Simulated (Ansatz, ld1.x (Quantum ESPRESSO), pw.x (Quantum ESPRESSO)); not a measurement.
# Equation-of-state test of one TM potential (W (Z = 74))

```json
{
  "Element": "tungsten (W)",
  "Generator": "ld1.x (Quantum ESPRESSO) 7.5",
  "Type": "norm-conserving Troullier–Martins (Kleinman–Bylander form)",
  "Functional": "PBE",
  "Relativity": "scalar-relativistic",
  "Frozen core": "[Xe] 4f14",
  "Valence charge": "6",
  "Reference configuration": "5d4 6s2 6p0",
  "Partial waves": "6p (bound, empty): rc 3.40 bohr; 5d (bound): rc 2.20 bohr; 6s (bound): rc 2.35 bohr",
  "Local potential": "the s channel",
  "Core correction": "Bessel-smoothed model core inside 1.80 bohr"
}
```

Atomic tests: cutoffs needed: 30 Ry and 35 Ry (the cutoffs (Ry, on a coarse ladder) from which the occupation-weighted sum of valence levels, in a spherical-Bessel basis at the reference potential, stays within 10 and 1 mRy of its value at 400 Ry); ghost test: no extra level below or beside the all-electron valence levels (p, d, s, f tested) (spherical-Bessel basis up to 400 Ry, 20 bohr box); largest excitation error: -744 meV (all-electron minus pseudo) for 5d2 6s0 6p0, out of 7 test configurations.

Crystal test: diamond W in pw.x 7.5, no spin, 8³ k-points, Fermi–Dirac smearing 0.01 Ry, cutoffs 50/200 Ry. The reference is all-electron LAPW (Ansatz 0.2.0) with the same functional, mesh and smearing; V0 and B0 come from Birch–Murnaghan fits to the pressures at five volumes. Errors are pseudo minus all-electron; Δ is the rms difference of the E(V) curves that follow from these fits, minima aligned, over ±6 % about the mean V0. Mesh and smearing are coarse, so the numbers serve the comparison and aren't converged zero-temperature values; the lattice is a test structure that the element need not adopt.

| V (Å³/atom) | P all-electron (GPa) | P pseudo (GPa) |
| --- | --- | --- |
| 23.598 | 6.65 | 9.22 |
| 24.219 | 3.09 | 5.49 |
| 24.840 | -0.08 | 2.17 |
| 25.461 | -2.88 | -0.77 |
| 26.082 | -5.37 | -3.40 |

All-electron: a0 = 5.834 Å (V0 = 24.82 Å³/atom), B0 = 119.3 GPa.

Pseudopotential: mean pressure error (GPa): +2.26; a0 (Å): 5.871; a0 error (%): +0.62; B0 error (%): -2.0; Δ (meV/atom): 12.0. The largest radius (3.40 bohr) exceeds half the bond length (2.39 bohr), so the spheres overlap, which is one possible source of error among others. This is a poor potential for the solid.

At the middle volume, how do free energy and pressure move when the wave cutoff is lowered (ecutrho kept at four times it)?

```json
{"cutoff (Ry)": "22", "shift of F (meV/atom)": "+833.5", "shift of P (GPa)": "-24.56"}
{"cutoff (Ry)": "30", "shift of F (meV/atom)": "+48.4", "shift of P (GPa)": "-2.66"}
{"cutoff (Ry)": "40", "shift of F (meV/atom)": "+2.9", "shift of P (GPa)": "+0.06"}
```

The run at the middle volume (29 k-points, 11 iterations) took about 7.5 s on one core of a shared host (Intel(R) Xeon(R) 6975P-C, 192 threads, 1488 GiB, load 65).
